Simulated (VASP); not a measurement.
# GaN (P6_3mc) in VASP: a series of runs

The runs below take GaN through single point, relaxation of cell and atoms, with PBE, r2SCAN, SCAN, rSCAN.

Program: VASP 6.6.1. These are calculated values, not measurements. Logs are shortened: lines on timing, memory, paths and dates and some standing lists are left out, and cuts for length are marked.

**Measured values to compare with.**

From “Studying electronic properties in GaN without electrical contacts using γ-γ vs e−-γ Perturbed Angular Correlations”, 2019, pmc:6823545, for a bulk crystal of GaN: band gap 3.503 ± 0.005 eV (direct).

The results are compared with them further down.

**1. The structure**

It takes space group P6_3mc (No. 186, hexagonal). The conventional cell has a = 3.180 Å, b = 3.180 Å, c = 5.166 Å, α = 90.00°, β = 90.00°, γ = 120.00°. Around Ga (site symmetry 3m) lie 4 N at 1.94 to 1.95 Å. N (site symmetry 3m) is surrounded by 4 Ga at 1.94 to 1.95 Å.

**2. Single point, PBE**

INCAR

```
SYSTEM = GaN
  PREC = Accurate
  ENCUT = 520
  EDIFF = 1E-7
  ISMEAR = 0
  SIGMA = 0.016
  LREAL = .False.
  LASPH = .True.
  NELM = 80
  ALGO = Fast
  ISIF = 2
  LWAVE = .False.
  LCHARG = .False.
  GGA = PE
```

KPOINTS

```
regular mesh
0
Gamma
  10 10 5
  0 0 0
```

POSCAR

```
GaN
1.0
    3.1800000000      0.0000000000      0.0000000000
   -1.5900000000      2.7539607840      0.0000000000
    0.0000000000      0.0000000000      5.1660000000
Ga N
2 2
Direct
    0.6666666667      0.3333333333      0.5000000000
    0.3333333333      0.6666666667      0.0000000000
    0.6666666667      0.3333333333      0.8750000000
    0.3333333333      0.6666666667      0.3750000000
```

Potentials or basis: VASP PAW PBE potentials, release 64 (Ga_d, N).

Started as:

```
$ cat potpaw_PBE.64/Ga_d/POTCAR potpaw_PBE.64/N/POTCAR > POTCAR
$ mpirun -np 1 vasp_std > vasp.out
```

OUTCAR:

```text
SYSTEM = GaN
   PREC = Accurate
   ENCUT = 520
   EDIFF = 1E-7
   ISMEAR = 0
   LREAL = .False.
   LASPH = .True.
   NELM = 80
   ISIF = 2
   GGA = PE

 ion  position               nearest neighbor table
   1  0.667  0.333  0.500-   3 1.94   4 1.95   4 1.95   4 1.95
   2  0.333  0.667  0.000-   4 1.94   3 1.95   3 1.95   3 1.95
   3  0.667  0.333  0.875-   1 1.94   2 1.95   2 1.95   2 1.95
   4  0.333  0.667  0.375-   2 1.94   1 1.95   1 1.95   1 1.95

  LATTYP: Found a hexagonal cell.
 ALAT       =     3.1800000000
 C/A-ratio  =     1.6245283019

  Lattice vectors:

 A1 = (   3.1800000000,   0.0000000000,   0.0000000000)
 A2 = (  -1.5900000000,   2.7539607840,   0.0000000000)
 A3 = (   0.0000000000,   0.0000000000,   5.1660000000)

Analysis of symmetry for initial positions (statically):
=====================================================================
 Subroutine PRICEL returns:
 Original cell was already a primitive cell.

 Routine SETGRP: Setting up the symmetry group for a
 hexagonal supercell.

 Subroutine GETGRP returns: Found 12 space group operations
 (whereof  6 operations were pure point group operations)
 out of a pool of 24 trial point group operations.

The static configuration has the point symmetry C_3v.
 The point group associated with its full space group is C_6v.

Analysis of symmetry for dynamics (positions and initial velocities):
=====================================================================
 Subroutine PRICEL returns:
 Original cell was already a primitive cell.

 Routine SETGRP: Setting up the symmetry group for a
 hexagonal supercell.

 Subroutine GETGRP returns: Found 12 space group operations
 (whereof  6 operations were pure point group operations)
 out of a pool of 24 trial point group operations.

The dynamic configuration has the point symmetry C_3v.
 The point group associated with its full space group is C_6v.

 Subroutine INISYM returns: Found 12 space group operations
 (whereof  6 operations are pure point group operations),
 and found     1 'primitive' translations

----------------------------------------------------------------------------------------

                                     Primitive cell

  volume of cell :      45.2417

  direct lattice vectors                    reciprocal lattice vectors
     3.180000000  0.000000000  0.000000000     0.314465409  0.181556688  0.000000000
    -1.590000000  2.753960784  0.000000000     0.000000000  0.363113377  0.000000000
     0.000000000  0.000000000  5.166000000     0.000000000  0.000000000  0.193573364

  length of vectors
     3.180000000  3.180000000  5.166000000     0.363113377  0.363113377  0.193573364

  position of ions in fractional coordinates (direct lattice)
     0.666666667  0.333333333  0.500000000
     0.333333333  0.666666667  0.000000000
     0.666666667  0.333333333  0.875000000
     0.333333333  0.666666667  0.375000000

  ion indices of the primitive-cell ions
   primitive index   ion index
                 1           1
                 2           2
                 3           3
                 4           4

----------------------------------------------------------------------------------------

 KPOINTS: regular mesh

Automatic generation of k-mesh.
 Grid dimensions read from file:
 generate k-points for:   10   10    5

 Generating k-lattice:

  Cartesian coordinates                     Fractional coordinates (reciprocal lattice)
     0.031446541  0.018155669  0.000000000     0.100000000 -0.000000000  0.000000000
     0.000000000  0.036311338  0.000000000     0.000000000  0.100000000  0.000000000
     0.000000000  0.000000000  0.038714673     0.000000000  0.000000000  0.200000000

  Length of vectors
     0.036311338  0.036311338  0.038714673

  Shift w.r.t. Gamma in fractional coordinates (k-lattice)
     0.000000000  0.000000000  0.000000000

 Subroutine IBZKPT returns following result:
 ===========================================

 Found     42 irreducible k-points:

 Following reciprocal coordinates:
            Coordinates               Weight
  0.000000  0.000000  0.000000      1.000000
  0.100000  0.000000  0.000000      6.000000
  0.200000  0.000000  0.000000      6.000000
  0.300000  0.000000  0.000000      6.000000
  0.400000 -0.000000  0.000000      6.000000
  0.500000  0.000000  0.000000      3.000000
[... 34 lines left out ...]
  0.400000  0.200000  0.400000     12.000000
  0.300000  0.300000  0.400000     12.000000
   k-points           NKPTS =     42   k-points in BZ     NKDIM =     42   number of bands    NBANDS=     22
   number of dos      NEDOS =    301   number of ions     NIONS =      4
   total plane-waves  NPLWV =  23040
   dimension x,y,z NGX =    24 NGY =   24 NGZ =   40
   dimension x,y,z NGXF=    48 NGYF=   48 NGZF=   80
   ions per type =               2   2
   NGX,Y,Z   is equivalent  to a cutoff of  12.55, 12.55, 12.87 a.u.
   NGXF,Y,Z  is equivalent  to a cutoff of  25.09, 25.09, 25.74 a.u.
 SYSTEM =  GaN
   PREC   = accura    normal or accurate (medium, high low for compatibility)
   ISTART =      0    job   : 0-new  1-cont  2-samecut
   ICHARG =      2    charge: 1-file 2-atom 10-const
   ISPIN  =      1    spin polarized calculation?
   LNONCOLLINEAR =      F non collinear calculations
   LSORBIT =      F    spin-orbit coupling
   LASPH  =      T    aspherical Exc in radial PAW
   ENCUT  =  520.0 eV  38.22 Ry    6.18 a.u.   5.91  5.91  9.61*2*pi/ulx,y,z
   NELM   =     80;   NELMIN=  2; NELMDL= -5     # of ELM steps
   EDIFF  = 0.1E-06   stopping-criterion for ELM
   LREAL  =      F    real-space projection
   EDIFFG = 0.1E-05   stopping-criterion for IOM
   NSW    =      0    number of steps for IOM
   IBRION =     -1    ionic relax: 0-MD 1-quasi-New 2-CG
   NFREE  =      0    steps in history (QN), initial steepest desc. (CG)
   ISIF   =      2    stress and relaxation
   ISYM   =      2    0-nonsym 1-usesym 2-fastsym
   POTIM  = 0.5000    time-step for ionic-motion
   TEBEG  =    0.0;   TEEND  =   0.0 temperature during run
   PSTRESS=    0.0 pullay stress
   NELECT =      36.0000    total number of electrons
   NUPDOWN=      -1.0000    fix difference up-down
   EMIN   =  10.00;   EMAX   =-10.00  energy-range for DOS
   EFERMI =   0.00;   METHOD = LEGACY
   ISMEAR =     0;   SIGMA  =   0.02  broadening in eV -4-tet -1-fermi 0-gaus
   EFERMI_NEDOS =   21; number of points for ismear=-14 and -15
   IALGO  =     68    algorithm
   IMIX   =      4    mixing-type and parameters
     AMIX     =   0.40;   BMIX     =  1.00
     AMIX_MAG =   1.60;   BMIX_MAG =  1.00
  volume/ion in A,a.u.               =      11.31        76.33
  Fermi-wavevector in a.u.,A,eV,Ry     =   1.517036  2.866782 31.312427  2.301398
  Thomas-Fermi vector in A             =   2.626345
   LORBIT       =      0    0 simple, 1 ext, 2 COOP (PROOUT), +10 PAW based schemes
   GGA     = PE    functional components
   LHFCALC =     F    Hartree Fock is set to
   AEXX    =    0.0000 exact exchange contribution
   IVDW    =     0    specifies the selected vdW correction
   LEPSILON=     F    determine dielectric tensor
   LRPA    =     F    only Hartree local field effects (RPA)
 non-spin polarized calculation
 RMM-DIIS sequential band-by-band and
 Gauss-broadening in eV      SIGMA  =   0.02
  energy-cutoff  :      520.00
  volume of cell :       45.24
 maximum number of plane-waves:      1236
 NGX is ok and might be reduce to    24
   NGX = 11   NGY = 11   NGZ = 19

 number of electron      36.0000002 magnetization

 Free energy of the ion-electron system (eV)
  ---------------------------------------------------
  ext. energy  EPLUGINS =         0.00000000
  ---------------------------------------------------
  free energy    TOTEN  =       -24.28500387 eV

  energy without entropy =      -24.28500387  energy(sigma->0) =      -24.28500387

 E-fermi :   5.5443     XC(G=0): -11.7223

 val. band max:        5.4326677283   @ k =   0.0000   0.0000   0.0000
 cond. band min:       7.4051768134   @ k =   0.0000   0.0000   0.0000
 fundamental gap:      1.9725090852
 Fermi energy:         5.5443338635

 k-point     1 :       0.0000    0.0000    0.0000
  band No.  band energies     occupation
      1     -10.6377      2.00000
      2      -9.6779      2.00000
      3      -8.0245      2.00000
      4      -8.0032      2.00000
      5      -8.0032      2.00000
      6      -7.9386      2.00000
[... 14 lines left out ...]
     21      14.6938      0.00000
     22      15.3567      0.00000

 k-point     2 :       0.1000    0.0000    0.0000
  band No.  band energies     occupation
      1     -10.5385      2.00000
      2      -9.6527      2.00000
      3      -8.0121      2.00000
      4      -7.9889      2.00000
      5      -7.9742      2.00000
      6      -7.9272      2.00000
[... 14 lines left out ...]
     21      14.3651      0.00000
     22      14.7518      0.00000

 k-point     3 :       0.2000    0.0000    0.0000
  band No.  band energies     occupation
      1     -10.2802      2.00000
      2      -9.5958      2.00000
      3      -7.9794      2.00000
      4      -7.9578      2.00000
      5      -7.9072      2.00000
      6      -7.8667      2.00000
[... 14 lines left out ...]
     21      13.2705      0.00000
     22      14.2203      0.00000
[... 876 lines left out ...]
 k-point    39 :       0.2000    0.2000    0.4000
  band No.  band energies     occupation
      1      -9.6730      2.00000
      2      -9.5739      2.00000
      3      -7.9215      2.00000
      4      -7.9097      2.00000
      5      -7.8787      2.00000
      6      -7.8564      2.00000
[... 14 lines left out ...]
     21      13.3013      0.00000
     22      13.3453      0.00000

 k-point    40 :       0.3000    0.2000    0.4000
  band No.  band energies     occupation
      1      -9.5767      2.00000
      2      -9.5246      2.00000
      3      -7.9197      2.00000
      4      -7.9051      2.00000
      5      -7.8752      2.00000
      6      -7.8242      2.00000
[... 14 lines left out ...]
     21      13.2561      0.00000
     22      13.8240      0.00000

 [... further k-points ...]

------------------------ aborting loop because EDIFF is reached ----------------------------------------

  FORCE on cell =-STRESS in cart. coord.  units (eV):
  Direction    XX          YY          ZZ          XY          YZ          ZX
  --------------------------------------------------------------------------------------
  -------------------------------------------------------------------------------------
  Total        1.9001555      1.9001555      2.5134870      0.0000000      0.0000000      0.0000000
  in kB       67.2915370     67.2915370     89.0118762      0.0000000      0.0000000      0.0000000
  external PRESSURE =      74.5316501 kB  Pullay stress =       0.0000000 kB

 VOLUME and BASIS-vectors are now :
 -----------------------------------------------------------------------------
  energy-cutoff  :      520.00
  volume of cell :       45.24
      direct lattice vectors                 reciprocal lattice vectors
     3.180000000  0.000000000  0.000000000     0.314465409  0.181556688  0.000000000
    -1.590000000  2.753960784  0.000000000     0.000000000  0.363113377  0.000000000
     0.000000000  0.000000000  5.166000000     0.000000000  0.000000000  0.193573364

 POSITION                                       TOTAL-FORCE (eV/Angst)
 -----------------------------------------------------------------------------------
      1.59000      0.91799      2.58300        -0.000000      0.000000     -0.134593
     -0.00000      1.83597      0.00000         0.000000     -0.000000     -0.134593
      1.59000      0.91799      4.52025        -0.000000      0.000000      0.134593
     -0.00000      1.83597      1.93725         0.000000     -0.000000      0.134593
 -----------------------------------------------------------------------------------
    total drift:                               -0.000001     -0.000001     -0.000434

  FREE ENERGIE OF THE ION-ELECTRON SYSTEM (eV)
  ---------------------------------------------------
  free  energy   TOTEN  =       -24.2850038716 eV

  energy  without entropy=      -24.2850038716  energy(sigma->0) =      -24.28500387
```

Run time: 1.9 min. Hardware: 1 thread of AMD EPYC 7R43 (Zen 3), shared host; peak memory 0.14 GiB.

Results:

| Property | Result |
| --- | --- |
| Free energy | -24.2850 eV |
| Pressure | 7.5 GPa |
| Largest force | 0.135 eV/Å |
| Band gap on the k mesh | 1.97 eV, direct |

Forces on the atoms (eV/Å):
```
Ga   0.000  0.000 -0.135
Ga   0.000  0.000 -0.135
N    0.000  0.000  0.135
N    0.000  0.000  0.135
```

**3. Relaxation of cell and atoms, r2SCAN**

INCAR

```
SYSTEM = GaN
ALGO     = Normal         ! electronic algorithm
EDIFF    = 1E-7           ! SCF threshold, eV
EDIFFG   = -0.01          ! ionic threshold
ENCUT    = 600            ! plane-wave cutoff, eV
IBRION   = 2              ! ionic algorithm
ISIF     = 3              ! what is computed and relaxed
ISMEAR   = -1             ! smearing method
LASPH    = .True.         ! aspherical terms in the spheres
LCHARG   = .False.        ! write CHGCAR
LMIXTAU  = .True.       
LREAL    = .False.        ! projectors in reciprocal space
LWAVE    = .False.        ! write WAVECAR
METAGGA  = R2SCAN         ! meta-GGA
NELM     = 60             ! most SCF steps
NSW      = 40             ! ionic steps
PREC     = Accurate       ! precision mode
SIGMA    = 0.05           ! smearing width, eV
```

KPOINTS

```
k-points
0
Gamma
  10 10 5
  0 0 0
```

POSCAR is that of step 2.

Potentials or basis: VASP PAW PBE potentials, release 64 (Ga_d, N).

Started as:

```
$ cat potpaw_PBE.64/Ga_d/POTCAR potpaw_PBE.64/N/POTCAR > POTCAR
$ mpirun -np 1 vasp_std > vasp.out
```

It took 9.5 min on 1 thread of AMD EPYC 9R45 (Zen 5), shared host; peak memory 0.19 GiB.

Results (log left out):

- Free energy: -43.8231 eV
- Relaxed volume: 11.44 Å³/atom
- Relaxed cell: a = 3.188 Å, b = 3.188 Å, c = 5.196 Å, α = 90.00°, β = 90.00°, γ = 120.00°
- Space group after relaxing (to 0.05 Å): P6_3mc (No. 186)
- Energy gained by relaxing: 1.3 meV/atom
- Ionic steps: 5
- Pressure after relaxing: 0.0 GPa
- Band gap on the k mesh: 2.30 eV, direct

Forces in eV/Å, atoms in the order of the input:
```
Ga   0.000  0.000 -0.003
Ga   0.000  0.000 -0.003
N    0.000  0.000  0.003
N    0.000  0.000  0.003
```

Stress tensor (GPa, compression positive):
```
 0.04  0.00  0.00
 0.00  0.04  0.00
 0.00  0.00 -0.09
```

The path:
| step | energy change (eV) | largest force (eV/Å) | pressure (GPa) | volume (Å³) |
| --- | --- | --- | --- | --- |
| 1 | 0.0000 | 0.1447 | 2.20 | 45.24 |
| 2 | 0.0000 | 0.0947 | -2.15 | 46.27 |
| 3 | -0.0051 | 0.0181 | -0.01 | 45.74 |
| 4 | -0.0051 | 0.0156 | -0.04 | 45.75 |
| 5 | -0.0051 | 0.0028 | 0.00 | 45.74 |

Final structure:
```yaml
crystal:
  lattice:
    - [3.18833, 0.00000, 0.00000]
    - [-1.59417, 2.76118, 0.00000]
    - [0.00000, 0.00000, 5.19599]
  atoms:
    - { symbol: Ga, position: [0.66667, 0.33333, 0.49917] }
    - { symbol: Ga, position: [0.33333, 0.66667, 0.99917] }
    - { symbol: N, position: [0.66667, 0.33333, 0.87583] }
    - { symbol: N, position: [0.33333, 0.66667, 0.37583] }
```

Levels at points of the mesh, in eV from the valence-band top:
```tsv
k point	band 16	band 17	band 18	band 19	band 20	band 21
(0.00, 0.00, 0.00)	-0.04	0.00	0.00	2.30	4.78	9.92
(0.50, 0.00, 0.00)	-2.81	-2.23	-1.03	5.57	6.09	6.52
```

Caveat: the PAW data sets were made with another functional, which shifts forces and pressure a little. r2SCAN opens gaps a little over a GGA but as a rule still falls short of measured ones.

**4. Relaxation of cell and atoms, SCAN**

INCAR

```
SYSTEM = GaN
PREC = Accurate
ENCUT = 600
EDIFF = 1E-6
ISMEAR = -1
SIGMA = 0.05
LREAL = .False.
LASPH = .True.
NELM = 100
ALGO = Normal
ISIF = 3
LWAVE = .False.
LCHARG = .False.
METAGGA = SCAN
LMIXTAU = .True.
IBRION = 2
NSW = 60
EDIFFG = -0.01
```

KPOINTS

```
Automatic mesh
0
Gamma
  10 10 5
  0 0 0
```

POSCAR is that of step 3.

Started as:

```
$ cat potpaw_PBE.64/Ga_d/POTCAR potpaw_PBE.64/N/POTCAR > POTCAR
$ mpirun -np 1 vasp_std > vasp.out
```

Run time: 11 min. Hardware: 1 thread of AMD EPYC 9R45 (Zen 5), shared host; peak memory 0.19 GiB.

The run converged. Its results:

- Free energy: -53.7929 eV
- Relaxed volume: 11.38 Å³/atom
- Relaxed cell: a = 3.186 Å, b = 3.186 Å, c = 5.181 Å, α = 90.00°, β = 90.00°, γ = 120.00°
- Space group after relaxing (to 0.05 Å): P6_3mc (No. 186)
- Energy gained by relaxing: 0.8 meV/atom
- Ionic steps: 6
- Pressure after relaxing: 0.0 GPa
- Band gap on the k mesh: 2.24 eV, direct

Forces in eV/Å, atoms in the order of the input:
```
Ga   0.000  0.000 -0.003
Ga   0.000  0.000 -0.003
N    0.000  0.000  0.003
N    0.000  0.000  0.003
```

Step by step:
| step | energy change (eV) | largest force (eV/Å) | pressure (GPa) | volume (Å³) |
| --- | --- | --- | --- | --- |
| 1 | 0.0000 | 0.1651 | 1.31 | 45.24 |
| 2 | -0.0001 | 0.0910 | -1.29 | 45.85 |
| 3 | -0.0030 | 0.0282 | 0.00 | 45.54 |
| 4 | -0.0030 | 0.0228 | -0.04 | 45.55 |
| 5 | -0.0032 | 0.0110 | -0.01 | 45.54 |
| 6 | -0.0032 | 0.0026 | 0.00 | 45.54 |

Final structure:
```yaml
crystal:
  lattice:
    - [3.18567, 0.00000, 0.00000]
    - [-1.59284, 2.75888, 0.00000]
    - [0.00000, 0.00000, 5.18140]
  atoms:
    - { symbol: Ga, position: [0.66667, 0.33333, 0.49884] }
    - { symbol: Ga, position: [0.33333, 0.66667, 0.99884] }
    - { symbol: N, position: [0.66667, 0.33333, 0.87616] }
    - { symbol: N, position: [0.33333, 0.66667, 0.37616] }
```

Levels at points of the mesh, in eV from the valence-band top:
| k point | band 16 | band 17 | band 18 | band 19 | band 20 | band 21 |
| --- | --- | --- | --- | --- | --- | --- |
| (0.00, 0.00, 0.00) | -0.02 | 0.00 | 0.00 | 2.24 | 4.70 | 9.92 |
| (0.50, 0.00, 0.00) | -2.83 | -2.22 | -1.03 | 5.53 | 6.05 | 6.52 |

Caveat: the PAW data sets were made with another functional, which shifts forces and pressure a little. SCAN opens gaps a little over a GGA but as a rule still falls short of measured ones.

[end of part 1 of 2]
